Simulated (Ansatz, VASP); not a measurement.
## One calculation of NiO, two programs

```
Ni O
1.0
     0.00000    2.13384    2.13384
     2.13384    0.00000    2.13384
     2.13384    2.13384    0.00000
Ni O
1 1
Direct
  0.00000 0.00000 0.00000
  0.50000 0.50000 0.50000
```

Alike in both runs: task single point; functional PBE; k mesh 8 × 8 × 8; occupations gaussian, width 0.05 eV; collinear spin; Hubbard terms Ni d U = 6.2 eV.

```csv
,VASP,Ansatz
version,VASP 6.6.1,Ansatz 0.2.0
potentials or method,"VASP PAW PBE potentials, release 64 (Ni, O)","scalar-relativistic, plane waves, PAW"
plane-wave cutoff (eV),520,420
valence electrons in the cell,16,24
```

Ansatz gave:

- gap on the k mesh at the Fermi level (eV): 1.94
- least direct gap on the mesh (eV): 3.06
- pressure (GPa): 0.0
- net moment per atom (μB): 1.00
- size of the moment on the site where the two differ most (μB): 1.74

Task: Estimate VASP's values.

Result: gap on the k mesh at the Fermi level (eV): 2.36; least direct gap on the mesh (eV): 3.21; pressure (GPa): -8.2; net moment per atom (μB): 1.00; size of the moment on the site where the two differ most (μB): 1.83.

Site moments also hang on the region over which each program counts them. The programs project onto different local orbitals, so the same U acts differently. The two sets of potentials don't hold the same shells in valence. Ansatz warned: «stability_check_not_made».

Caveats: a cell with one magnetic atom can't hold antiferromagnetic order, which such compounds often take. A k mesh can miss the band edges. The state reached can hang on the start; a lower one may exist.
